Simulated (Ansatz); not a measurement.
## AlGa₃N₄: a fit and a missing row

AlGa₃N₄, Pm, a = 5.142 Å, b = 3.165 Å, c = 5.478 Å, β = 90.0°. The structure is a Materials Project entry; whether it is the stable form wasn't checked. Ansatz: PBEsol, PAW, 420 eV, Γ-centred 6×8×6 mesh on 8 atoms, Gaussian smearing 0.02 eV; no spin polarisation. Shape and atoms are relaxed at each volume; pressure is positive in compression.

```tsv
V (Å³/atom)	P (GPa)
9.808	32.12
10.143	22.09
10.477	13.54
10.811	6.23
11.146	-0.01
11.480	-5.34
11.814	?
12.260	-14.92
```

Take V0 = 11.146 Å³/atom, count pressures from its P0 = -0.01 GPa, fit the third-order Birch–Murnaghan form to the other rows, and predict the missing pressure.

With the Eulerian strain f = ½[(V0/V)^(2/3) − 1] and y = (P − P0)/[3f(1 + 2f)^(5/2)], the form is the line y = B0 + 1.5 B0 (B0′ − 4) f. Rows (f, y): 0.04450, 194.5; 0.03244, 194.1; 0.02106, 193.4; 0.01028, 192.3; -0.00975, 191.4; -0.03077, 189.3. Means f = 0.01129, y = 192.50; Σ(Δf)² = 0.003858, ΣΔfΔy = 0.2670; the slope is their ratio. y = 191.7 + 69.20 f GPa, so B0 = 191.7 GPa and B0′ = 4 + 2 × (69.20)/(3 × 191.7) = 4.24. At V = 11.814, f = -0.01903, y = 190.38 and P = -9.87 GPa. The run gave -9.88 GPa, so the fit is 0.01 GPa too high, within the rms miss on the fitted rows (0.02 GPa).

The fit describes a stiff solid whose resistance to compression rises steadily as the volume shrinks. This is expected of a tetrahedral III-nitride: short, strong, polar-covalent bonds to the small nitrogen atom set the high bulk modulus, while overlap repulsion grows faster than the attraction as the atoms are pushed together. In tension the same bonds weaken, so the pressure curve flattens. The cell edges suggest a wurtzite-derived ordering of Al and Ga, and 191.7 GPa is in keeping with the known stiffness of GaN and AlN.

B0′ = 4.24 lies close to the value at which the third-order term vanishes, so the finite-strain form needs only a small correction over this range. The recovered pressure of -9.87 GPa supports the fit as a smooth interpolation, since computed rows lie on both sides of it; it is a weaker test of extrapolation. Because the curve follows a single structure, it can't show whether a denser, six-coordinate phase of the rocksalt type, known for the parent nitrides, would take over under compression.
